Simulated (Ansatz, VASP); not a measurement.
## Two plane-wave programs on Hf

INCAR

```
PREC = Accurate
ENCUT = 520
EDIFF = 1E-6
ISMEAR = -1
SIGMA = 0.1
LREAL = F
LASPH = T
NELM = 100
ALGO = Normal
ISIF = 2
LWAVE = F
LCHARG = T
GGA = CA
LELF = T
LVHAR = T
NBANDS = 11
```

The input KPOINTS:

```
Automatic mesh
0
Gamma
  14 14 14
```

POSCAR

```
Hf
1.0
   -1.7672598548      1.7672598548      1.7672598548
    1.7672598548     -1.7672598548      1.7672598548
    1.7672598548      1.7672598548     -1.7672598548
Hf
1
Direct
    0.0000000000      0.0000000000      0.0000000000
```

Input for Ansatz:

```yaml
crystal:
  lattice:
    - [-1.7672598548, 1.7672598548, 1.7672598548]
    - [1.7672598548, -1.7672598548, 1.7672598548]
    - [1.7672598548, 1.7672598548, -1.7672598548]
  atoms:
    - { symbol: Hf, position: [0.0, 0.0, 0.0] }
hamiltonian:
  xc: lda
  pseudopotentials:
    kind: paw
    azcp:
      Hf: "pseudopotentials/Hf.paw.azcp"
basis:
  ecutwfc: 420
  fft_grid_basis: typed
kpoints:
  mp_grid: { grid: [14, 14, 14], shift: [0, 0, 0] }
magnetization:
  spin_polarized: false
scf:
  occupations: { method: fermi_dirac, width: 0.1 }
  lower_state_search: "off"
output:
  stress: true
```

Alike in both runs: task single point; functional LDA; k mesh 14 × 14 × 14; occupations fermi-dirac, width 0.1 eV; no spin polarisation.

```csv
,VASP,Ansatz
version,VASP 6.6.1,Ansatz 0.2.0
potentials or method,"VASP PAW LDA potentials, release 64 (Hf_pv)","plane waves (420 eV) with PAW, scalar-relativistic"
plane-wave cutoff (eV),520,420
valence electrons in the cell,10,26
```

```csv
,VASP,Ansatz,Ansatz less VASP
pressure (GPa),-7.5,-7.5,-0.07
```

The two sets of potentials don't hold the same shells in valence. Ansatz warned: «pseudo_functional_mismatch».

The runs have no spin-orbit coupling, so splittings on Hf are missing.
